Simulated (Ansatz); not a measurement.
## BaTiO3: energy against volume and a worked fit

```cif
data_structure
_symmetry_space_group_name_H-M 'Pm-3m'
_symmetry_Int_Tables_number 221
_cell_length_a 4.0060
_cell_length_b 4.0060
_cell_length_c 4.0060
_cell_angle_alpha 90.000
_cell_angle_beta 90.000
_cell_angle_gamma 90.000
_cell_volume 64.29
loop_
_atom_site_label
_atom_site_type_symbol
_atom_site_symmetry_multiplicity
_atom_site_Wyckoff_symbol
_atom_site_fract_x
_atom_site_fract_y
_atom_site_fract_z
_atom_site_occupancy
Ba1 Ba 1 b 0.50000 0.50000 0.50000 1
Ti1 Ti 1 a 0.00000 0.00000 0.00000 1
O1 O 3 d 0.00000 0.00000 0.50000 1
```

The cell was scaled at fixed shape and fractions and run with Ansatz, Ansatz PAW, cutoff 500 eV; r2SCAN, k mesh 7 × 7 × 7 on the cell of 5 atoms, fermi-dirac occupations of 0.05 eV, no spin polarisation, no spin-orbit coupling. The potentials were made for PBE. Energies are those that the program minimises, any entropy of the smearing included.

| V (Å³/atom) | energy over the lowest row (meV/atom) |
| --- | --- |
| 12.0862 | 20.44 |
| 12.3434 | 6.91 |
| 12.6005 | 0.34 |
| 12.8577 | 0.00 |
| 13.1148 | ? |
| 13.3720 | 15.47 |
| 13.6291 | 30.19 |

Question: Fit the third-order Birch-Murnaghan form, give V0, B0 and B′, and predict the energy left open.

Answer: With y = (V0/V)^(2/3), E = E0 + (9 V0 B0/16) [(y - 1)³ B′ + (y - 1)² (6 - 4y)]. Least squares through the rows shown give V0 = 12.7430 Å³/atom, E0 = -0.58 meV, B0 = 180.7 GPa (1 eV/Å³ = 160.218 GPa) and B′ = 4.44, with a largest miss of 0.01 meV. At V = 13.1148 the form with these constants gives 5.23 meV; the run gave 5.24 meV an atom. Measured volume: 12.89 Å³/atom (pmc:7004307, doi:10.1371/journal.pone.0228644), so the fit lies -1.1 % from it. The runs are for a static lattice.
